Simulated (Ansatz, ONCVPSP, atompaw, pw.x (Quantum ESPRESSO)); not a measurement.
Which La potential is closest to all-electron in the bcc crystal?

All use PBE, scalar-relativistic, no spin, cutoffs from each file’s atomic test, pw.x 7.5; 11³ k-points, Fermi–Dirac smearing 0.01 Ry. Δ is the rms difference from all-electron LAPW of the E(V) curves that follow from fits to the pressures, over ±6 % in volume. Mesh and smearing are coarse and serve the comparison alone. The files are a selection: those with a ghost or negative overlap were mostly not run, and those with noisy or unconverged pressures or nearly equal Δ are left out.

All-electron: a0 = 4.241 Å (V0 = 38.13 Å³/atom), B0 = 25.4 GPa.

(1) Rank them by Δ, smallest first.
A. PAW, atompaw 4.2.0.5, PBE; core [Kr] 4d10, reference 4f0 5s2 5p6 5d2 6s1 6p0; waves: 5s (bound): rc 2.00 bohr; 6s (bound): rc 3.00 bohr; 5p (bound): rc 2.40 bohr; 6p (bound, empty): rc 3.00 bohr; 5d (bound): rc 3.00 bohr; 5d channel at 3.2 Ry: rc 3.00 bohr; 4f (bound, empty): rc 2.05 bohr; 4f channel at 0.7 Ry: rc 2.05 bohr; local part: bessel scheme, radius 2.80 bohr; core correction: smooth core density matched at 2.10 bohr; augmentation: besselshape compensation charge, radius 2.95 bohr; PAW radius 3.00 bohr; waves and projectors: custom polynom2 7 10 vanderbiltortho.
B. optimised norm-conserving Vanderbilt (ONCV), ONCVPSP 4.0.1.1 (patched build), PBE; core [Xe], reference 5d1 6s2; waves: 6s: rc 4.00 bohr, ncon 5, nbas 9, qcut 1.3 1/bohr, 2 projectors, debl 0.9 Ha; p scattering state at 0.3 Ha: rc 4.25 bohr, ncon 3, nbas 6, qcut 1.7 1/bohr, 1 projector; 5d: rc 2.95 bohr, ncon 4, nbas 8, qcut 3 1/bohr, 2 projectors, debl 3.3 Ha; f scattering state at 0.02 Ha: rc 3.25 bohr, ncon 3, nbas 6, qcut 3.4 1/bohr, 2 projectors, debl 1.5 Ha; local part: polynomial inside 2.60 bohr (lpopt 3, dvloc0 2 Ha); core correction: Teter function, fcfact 5, rcfact 1.45. In the p channel the program set the typed energies aside and used 0.050 Ha. In the f channel the program set the typed energies aside and used -0.160, 1.340 Ha.
C. PAW, atompaw 4.2.0.5, PBE; core [Kr], reference 4d10 4f0 5s2 5p6 5d1 6s2 6p0; waves: 5s (bound); 6s (bound); 5p (bound); 6p (bound, empty); 4d (bound); 5d (bound); 4f (bound, empty); 4f channel at 0.05 Ry; local part: bessel scheme, radius 2.40 bohr; core correction: smooth core density matched at 2.00 bohr; augmentation: besselshape compensation charge, radius 2.95 bohr; PAW radius 3.00 bohr; waves and projectors: bloechl.

Answers

(1) A (3.5 meV/atom), B (4.6 meV/atom), C (7.1 meV/atom).
